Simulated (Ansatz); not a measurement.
**Si: symmetry broken, then relaxed**

Level of theory: DFT LDA, scalar-relativistic, plane waves, PAW (Ansatz 0.2.0). Settings: plane waves to 420 eV, k-mesh 10×10×10 (Γ-centred), Gaussian smearing 0.15 eV. No spin polarisation. Energies are free energies at this smearing, counted from the undisturbed cell; pressure is positive in compression.

Reference structure (relaxed at this level; this form isn't the usual structure):

```xyz
4
Lattice="0.0000 2.6474 4.5886 2.4320 0.0000 4.5886 2.4320 2.6474 0.0000" Properties=species:S:1:pos:R:3 pbc="T T T"
Si    2.4320    3.8636    4.5886
Si    2.4320    1.4311    4.5886
Si    2.4320    2.6474    7.1070
Si    2.4320    2.6474    2.0701
```

The atoms are displaced (Å, in the unstrained cell):

```csv
atom,ux,uy,uz
Si1,-0.163,0.120,-0.150
Si2,0.284,-0.101,0.111
Si3,-0.054,-0.171,-0.020
Si4,-0.067,0.153,0.059
```

Cell and atoms are then relaxed.

Question: Does the relaxation return to the undisturbed structure?

Answer: No. It ends 6.9 meV/atom below it. The disturbance itself cost 367.7 meV/atom. The final space group reads Imma (tolerance 0.05 Å) and the volume changes by 0.22 %.

Final structure:

```
Si
1.0
     0.00057    2.85093    4.67870
     2.34745    0.11428    4.61306
     2.34681    2.73659    0.06627
Si
4
Direct
  0.75005 0.32310 0.67682
  0.24999 0.67684 0.32314
  0.75001 0.82315 0.17686
  0.24994 0.17691 0.82317
```

The relaxation, step by step (energy from the first step; small jumps at an unchanged geometry come where the plane waves are selected anew for the new cell):

```
step  ΔE (meV/atom) largest force component (eV/Å) pressure (GPa)
   1            0.0                           6.357           12.50
   2         -303.3                           1.291            3.84
   3         -366.8                           0.154            1.09
   4         -372.2                           0.023           -0.91
   5         -373.3                           0.004            0.08
   6         -373.5                           0.002            0.03
   7         -374.1                           0.024           -0.37
   8         -374.2                           0.003           -0.01
   9         -373.8                           0.028            0.78
  10         -374.3                           0.019            0.14
  11         -374.4                           0.003           -0.01
  12         -374.5                           0.003           -0.01
```

Cost: 3 runs of about 6.6 core-minutes in all, on Oxide Virtual Turin-like Processor (Zen 5) (shared hosts).